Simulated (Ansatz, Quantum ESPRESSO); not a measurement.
# C2 in line between two Al chains: ballistic transmission, part 3 of 4

Wanted: the transmission near the Fermi level and the conductance of this junction: C2 in line between two Al chains.

Quantum ESPRESSO 7.5; plane-wave DFT, LDA, GBRV ultrasoft pseudopotentials; cross-check by Ansatz 0.2.0 with PAW datasets.

So far. Step 2 (SCF with pw.x): The run needed 26 iterations to bring the estimated error under 1e-07 Ry; the largest force on any atom, held or free, is 2.44 eV/Å. Step 3 (The open system): At no point does T exceed the number of channels.

### 4. The open system, with nz1 = 3

Level of this step: transmission by pwcond, lead and junction from one cell; plane-wave DFT, LDA, GBRV ultrasoft pseudopotentials (Quantum ESPRESSO).

How much does a setting matter? One run is repeated with a change.

cond.w.in

```
&inputcond
  outdir = './out'
  prefixt = 'scf'
  tran_file = 'cond.w.dat'
  bdl = 0.6400000000
  bds = 4.1534400000
  ikind = 1
  ewind = 4.0
  epsproj = 1e-05
  nz1 = 3
  energy0 = 2.0
  denergy = -0.1
/
1
  0.00000000 0.00000000 1.00000000
41
```

Launch:

```
$ OMP_NUM_THREADS=1 mpirun -n 2 pwcond.x -in cond.w.in > cond.w.out
```

The program printed:

```text
[banner, memory and clock lines left out]
Program PWCOND v.7.5 starts
[citation notice left out]

[...]
./out/scf.save/

[...]
negative rho (up, down):  9.269E-05 0.000E+00
     Reading collected, re-writing distributed wavefunctions

===== INPUT FILE containing all the regions =====

     GEOMETRY:

     lattice parameter (alat)  =      14.1729  a.u.
     the volume                =   11824.6510 (a.u.)^3
     the cross section         =     200.8724 (a.u.)^2
     l of the unit cell        =       4.1534 (alat)
     number of atoms/cell      =           14
     number of atomic types    =            2

     crystal axes: (cart. coord. in units of alat)
               a(1) = (  1.0000  0.0000  0.0000 )
               a(2) = (  0.0000  1.0000  0.0000 )
               a(3) = (  0.0000  0.0000  4.1534 )

   Cartesian axes

     site n.     atom                  positions (alat units)
          1        Al     tau(  1)=(  0.5000  0.5000  4.1534  )
          2        Al     tau(  2)=(  0.5000  0.5000  0.3200  )
          3        Al     tau(  3)=(  0.5000  0.5000  0.6400  )
          4        Al     tau(  4)=(  0.5000  0.5000  0.9600  )
          5        Al     tau(  5)=(  0.5000  0.5000  1.2800  )
          6        Al     tau(  6)=(  0.5000  0.5000  1.6000  )
          7        C      tau(  7)=(  0.5000  0.5000  1.8341  )
          8        C      tau(  8)=(  0.5000  0.5000  1.9994  )
          9        Al     tau(  9)=(  0.5000  0.5000  2.2334  )
         10        Al     tau( 10)=(  0.5000  0.5000  2.5534  )
         11        Al     tau( 11)=(  0.5000  0.5000  2.8734  )
         12        Al     tau( 12)=(  0.5000  0.5000  3.1934  )
         13        Al     tau( 13)=(  0.5000  0.5000  3.5134  )
         14        Al     tau( 14)=(  0.5000  0.5000  3.8334  )

     nr1s                      =           54
     nr2s                      =           54
     nr3s                      =          225
     nr1sx                     =           54
     nr2sx                     =           54
     nr3sx                     =          225
     nr1                       =           60
     nr2                       =           60
     nr3                       =          250
     nr1x                      =           60
     nr2x                      =           60
     nr3x                      =          250

 _______________________________
  Radii of nonlocal spheres:

     type       ibeta     ang. mom.          radius (alat units)
       Al         1         0                    0.1354
       Al         2         1                    0.1354
       Al         3         2                    0.1354
       C          1         0                    0.0930
       C          2         0                    0.0930
       C          3         1                    0.0930
       C          4         1                    0.0930
----- General information -----

--- T calc. with identical leads (ikind=1) ---

     nrx                       =           54
     nry                       =           54
     nz1                       =            3

     energy0               =         2.0E+00
     denergy               =        -1.0E-01
     nenergy               =         41
     ecut2d                =         3.4E+01
     ewind                 =         4.0E+00
     epsproj               =         1.0E-05

     number of k_|| points=    1
                       cryst. coord.
        k(    1) = (   0.0000000   0.0000000), wk =   1.0000000
----- Information about left/right lead -----

     nocros                   =            9
     noins                    =            9
     norb                     =           27
     norbf                    =          115
     nrz                      =           35

      iorb      type   ibeta   ang. mom.   m       position (alat)
        1        1       1        0        1   taunew(   1)=(  0.5000  0.5000  0.0000)
        2        1       2        1        1   taunew(   2)=(  0.5000  0.5000  0.0000)
[...]
27        1       3        2        5   taunew(  27)=(  0.5000  0.5000  0.6400)
    k slab    z(k)  z(k+1)     crossing(iorb=1,norb)
    1   0.0000 0.0183 0.0183   111111111000000000000000000
    2   0.0183 0.0366 0.0183   111111111000000000000000000
[...]
35   0.6217 0.6400 0.0183   000000000000000000111111111
----- Information about scattering region -----

     noins                    =           97
     norb                     =          115
     norbf                    =          115
     nrz                      =          190

      iorb      type   ibeta   ang. mom.   m       position (alat)
        1        1       1        0        1   taunew(   1)=(  0.5000  0.5000  0.0000)
        2        1       2        1        1   taunew(   2)=(  0.5000  0.5000  0.0000)
[...]
115        1       3        2        5   taunew( 115)=(  0.5000  0.5000  3.5134)
 ngper, shell number =          545          70
 ngper, n2d =          545         128
---  E-Ef =    2.0000000  k =    0.0000000   0.0000000
---  ie =          1  ik =          1
 Nchannels of the left tip =            3
 Right moving states:
   k1(2pi/a)   k2(2pi/a)   E-Ef (eV)
   0.1623301   0.0000056   2.0000000
  -0.3729114   0.0000017   2.0000000
  -0.3729114   0.0000017   2.0000000
 Left moving states:
   k1(2pi/a)   k2(2pi/a)   E-Ef (eV)
  -0.1623301   0.0000056   2.0000000
   0.3729114   0.0000017   2.0000000
   0.3729114   0.0000017   2.0000000

 to transmit
 Band j to band i transmissions and reflections:
    j         i     |T_ij|^2    |R_ij|^2

    1 -->     1     0.02494     0.97506
    1 -->     2     0.00000     0.00000
    1 -->     3     0.00000     0.00000
   Total T_j, R_j =    0.02494  0.97506

    2 -->     1     0.00000     0.00000
    2 -->     2     0.99746     0.00148
    2 -->     3     0.00000     0.00106
   Total T_j, R_j =    0.99746  0.00254

    3 -->     1     0.00000     0.00000
    3 -->     2     0.00000     0.00106
    3 -->     3     0.99746     0.00148
   Total T_j, R_j =    0.99746  0.00254

E-Ef(ev), T(x2 spins) =    2.0000000   4.0397300
---  E-Ef =    1.9000000  k =    0.0000000   0.0000000
---  ie =          2  ik =          1
 Nchannels of the left tip =            3
 Right moving states:
   k1(2pi/a)   k2(2pi/a)   E-Ef (eV)
   0.1534660   0.0000056   1.9000000
  -0.3861999   0.0000017   1.9000000
  -0.3861999   0.0000017   1.9000000
 Left moving states:
   k1(2pi/a)   k2(2pi/a)   E-Ef (eV)
  -0.1534660   0.0000056   1.9000000
   0.3861999   0.0000017   1.9000000
   0.3861999   0.0000017   1.9000000

 to transmit
 Band j to band i transmissions and reflections:
    j         i     |T_ij|^2    |R_ij|^2

    1 -->     1     0.02986     0.97014
    1 -->     2     0.00000     0.00000
    1 -->     3     0.00000     0.00000
   Total T_j, R_j =    0.02986  0.97014

    2 -->     1     0.00000     0.00000
    2 -->     2     0.99884     0.00067
    2 -->     3     0.00000     0.00049
   Total T_j, R_j =    0.99884  0.00116

    3 -->     1     0.00000     0.00000
    3 -->     2     0.00000     0.00049
    3 -->     3     0.99884     0.00067
   Total T_j, R_j =    0.99884  0.00116

E-Ef(ev), T(x2 spins) =    1.9000000   4.0550929
---  E-Ef =    1.8000000  k =    0.0000000   0.0000000
---  ie =          3  ik =          1
 Nchannels of the left tip =            3
 Right moving states:
   k1(2pi/a)   k2(2pi/a)   E-Ef (eV)
   0.1444547   0.0000057   1.8000000
  -0.3997767   0.0000018   1.8000000
  -0.3997767   0.0000018   1.8000000
 Left moving states:
   k1(2pi/a)   k2(2pi/a)   E-Ef (eV)
  -0.1444547   0.0000057   1.8000000
   0.3997767   0.0000018   1.8000000
   0.3997767   0.0000018   1.8000000

 to transmit
 Band j to band i transmissions and reflections:
    j         i     |T_ij|^2    |R_ij|^2

    1 -->     1     0.03467     0.96533
    1 -->     2     0.00000     0.00000
    1 -->     3     0.00000     0.00000
   Total T_j, R_j =    0.03467  0.96533

    2 -->     1     0.00000     0.00000
    2 -->     2     0.99977     0.00013
    2 -->     3     0.00000     0.00010
   Total T_j, R_j =    0.99977  0.00023

    3 -->     1     0.00000     0.00000
    3 -->     2     0.00000     0.00010
    3 -->     3     0.99977     0.00013
   Total T_j, R_j =    0.99977  0.00023

E-Ef(ev), T(x2 spins) =    1.8000000   4.0684132
[... further energies and points left out ...]
---  E-Ef =   -1.8000000  k =    0.0000000   0.0000000
---  ie =         39  ik =          1
 Nchannels of the left tip =            1
 Right moving states:
   k1(2pi/a)   k2(2pi/a)   E-Ef (eV)
  -0.1051247   0.0000059  -1.8000000
 Left moving states:
   k1(2pi/a)   k2(2pi/a)   E-Ef (eV)
   0.1051247   0.0000059  -1.8000000

 to transmit
 Band j to band i transmissions and reflections:
    j         i     |T_ij|^2    |R_ij|^2

    1 -->     1     0.01458     0.98542
   Total T_j, R_j =    0.01458  0.98542

E-Ef(ev), T(x2 spins) =   -1.8000000   0.0291675
---  E-Ef =   -1.9000000  k =    0.0000000   0.0000000
---  ie =         40  ik =          1
 Nchannels of the left tip =            1
 Right moving states:
   k1(2pi/a)   k2(2pi/a)   E-Ef (eV)
  -0.1174575   0.0000059  -1.9000000
 Left moving states:
   k1(2pi/a)   k2(2pi/a)   E-Ef (eV)
   0.1174575   0.0000059  -1.9000000

 to transmit
 Band j to band i transmissions and reflections:
    j         i     |T_ij|^2    |R_ij|^2

    1 -->     1     0.01690     0.98310
   Total T_j, R_j =    0.01690  0.98310

E-Ef(ev), T(x2 spins) =   -1.9000000   0.0337914
---  E-Ef =   -2.0000000  k =    0.0000000   0.0000000
---  ie =         41  ik =          1
 Nchannels of the left tip =            1
 Right moving states:
   k1(2pi/a)   k2(2pi/a)   E-Ef (eV)
  -0.1294547   0.0000059  -2.0000000
 Left moving states:
   k1(2pi/a)   k2(2pi/a)   E-Ef (eV)
   0.1294547   0.0000059  -2.0000000

 to transmit
 Band j to band i transmissions and reflections:
    j         i     |T_ij|^2    |R_ij|^2

    1 -->     1     0.01920     0.98080
   Total T_j, R_j =    0.01920  0.98080

E-Ef(ev), T(x2 spins) =   -2.0000000   0.0384091
   T_tot     2.00000      0.40397E+01
   T_tot     1.90000      0.40551E+01
   T_tot     1.80000      0.40684E+01
   T_tot     1.70000      0.40787E+01
   T_tot     1.60000      0.40840E+01
   T_tot     1.50000      0.40808E+01
   T_tot     1.40000      0.40653E+01
   T_tot     1.30000      0.40325E+01
   T_tot     1.20000      0.39660E+01
   T_tot     1.10000      0.40373E+01
   T_tot     1.00000      0.39247E+01
   T_tot     0.90000      0.38481E+01
   T_tot     0.80000      0.37238E+01
   T_tot     0.70000      0.36277E+01
   T_tot     0.60000      0.35763E+01
   T_tot     0.50000      0.35149E+01
   T_tot     0.40000      0.34602E+01
   T_tot     0.30000      0.34463E+01
   T_tot     0.20000      0.35021E+01
   T_tot     0.10000      0.36144E+01
   T_tot    -0.00000      0.36907E+01
   T_tot    -0.10000      0.35781E+01
   T_tot    -0.20000      0.32003E+01
   T_tot    -0.30000      0.26496E+01
   T_tot    -0.40000      0.00000E+00
   T_tot    -0.50000      0.00000E+00
   T_tot    -0.60000      0.00000E+00
   T_tot    -0.70000      0.00000E+00
   T_tot    -0.80000      0.00000E+00
   T_tot    -0.90000      0.00000E+00
   T_tot    -1.00000      0.00000E+00
   T_tot    -1.10000      0.00000E+00
   T_tot    -1.20000      0.00000E+00
   T_tot    -1.30000      0.16997E-02
   T_tot    -1.40000      0.84414E-02
   T_tot    -1.50000      0.14294E-01
   T_tot    -1.60000      0.19559E-01
   T_tot    -1.70000      0.24462E-01
   T_tot    -1.80000      0.29168E-01
   T_tot    -1.90000      0.33791E-01
   T_tot    -2.00000      0.38409E-01

[...]
```

It took 2.5 min on 2 MPI ranks of Arm Neoverse V2, shared host; peak memory 0.3 GiB.

The changed values were drawn from a wide range, not chosen for quality; the comparison shows what they did here together.

Beside the run it was changed from:

| quantity | this run | unchanged run | difference |
| --- | --- | --- | --- |
| transmission at the Fermi level, one spin | 1.845 | 1.846 | -5.3e-4 |
| lead channels at the Fermi level, one spin | 2 | 2 | 0 |
| wall time (s) | 152 | 166 |  |

Over all energies T moves by up to 0.0014, at -0.3 eV.

The physical values in this table stay within 0.05 %.

(Part 3 of 4 ends here.)

[Logs are printed without paths, hosts, clocks, repeated set-up lines and the standing remarks that a program may print on its own settings, such as how far it seeks lower states.]

[Hosts, paths, dates, database ids (printed as entryN), source tags and the programs' standing remarks are cut or masked in the printed files.]

[Maps of the electrostatic potential energy from Ansatz leave out the sawtooth potential of an applied field or a dipole correction, so their vacuum need not be flat; planar profiles and work functions include it.]
